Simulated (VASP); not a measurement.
Given:

```
CELL_PARAMETERS angstrom
      0.00000     3.00907     3.00907
      3.00907     0.00000     3.00907
      3.00907     3.00907     0.00000
ATOMIC_POSITIONS crystal
  Na 0.00000 0.00000 0.00000
  Br 0.50000 0.50000 0.50000
```

The numbers are results of PBE GGA, VASP's PBE PAW potentials (set 64) (plane waves; VASP), not measurements. Settings: 400 eV cut-off, 10×10×10 Γ-centred mesh, Gaussian smearing of 0.010 eV, potentials Na_pv Br.

### Question
Give the direction-averaged independent-particle dielectric function (no local fields, no excitons; a broadening of 0.1 eV leaves a tail below the gap, and fine structure carries the noise of the k-mesh).

### Answer

```
ħω (eV)     ε₁    ε₂
-------  -----  ----
0.00      3.09  0.00
0.20      3.09  0.00
0.50      3.10  0.00
0.70      3.11  0.01
1.00      3.12  0.01
1.20      3.14  0.01
1.50      3.17  0.01
1.70      3.19  0.01
2.00      3.24  0.02
2.30      3.29  0.02
2.50      3.33  0.02
2.80      3.41  0.03
3.00      3.47  0.03
3.30      3.59  0.04
3.50      3.68  0.05
3.80      3.88  0.09
4.10      4.09  0.25
4.30      4.36  0.33
4.60      4.25  0.73
4.80      4.26  0.62
5.10      4.55  0.93
5.30      4.47  1.66
5.60      4.67  0.74
5.80      5.23  1.43
6.10      4.79  2.44
6.40      5.54  2.41
6.60      5.63  3.64
6.90      4.34  3.60
7.10      4.40  4.76
7.40      2.71  4.18
7.60      2.08  4.01
7.90      2.24  4.29
8.20      1.65  3.54
8.40      2.41  3.71
8.70      2.54  4.44
8.90      1.68  4.88
9.20      0.95  4.53
9.40      0.43  3.97
9.70      0.57  4.24
10.00    -0.11  4.64
```
ε₂ peaks at 5.3 eV (height 1.7), 7.2 eV (height 5.3), 7.8 eV (height 4.5), 9.0 eV (height 4.9); ε₁(0) averages 3.09, so the electronic refractive index below the gap tends to √3.09 = 1.76.

The compound is NaBr in the rock salt structure. It was relaxed first.
